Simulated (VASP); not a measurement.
The system is FeO.

```
Fe O
1.0
     0.00000    2.15540    2.15540
     2.15540    0.00000    2.15540
     2.15540    2.15540    0.00000
Fe O
1 1
Direct
  0.00000 0.00000 0.00000
  0.50000 0.50000 0.50000
```

Base run:

* Program: VASP 6.6.1
* Functional: r2SCAN
* Potentials or basis: VASP PAW PBE potentials, release 64 (Fe, O)
* Cutoff: 520 eV
* k mesh: 8 × 8 × 8
* Occupations: gaussian, width 0.05 eV
* Spin: no spin polarisation
* Hubbard terms: Fe d U = 2 eV

Its results: band gap on the k mesh 1.85 eV, indirect (least direct gap 2.33 eV); pressure -24.8 GPa.

Q: The run is repeated on the same cell with these changes: spin from no spin polarisation to collinear spin, random start; further incar settings from ALGO = Normal; EDIFF = 1e-06; NBANDS = 14 to ALGO = Normal; EDIFF = 1e-06. What comes out?

A: Band gap on the k mesh none (metal or under the smearing width); pressure -5.8 GPa; net moment 4.00 μB per cell; site moments Fe +3.77; O +0.23 μB.

Caveats: the PAW data sets were made with another functional, which shifts forces and pressure a little; a cell with one magnetic atom can't hold antiferromagnetic order, which such compounds often take (some runs).

A k mesh can miss the band edges.

Not every run made on this cell is shown here.
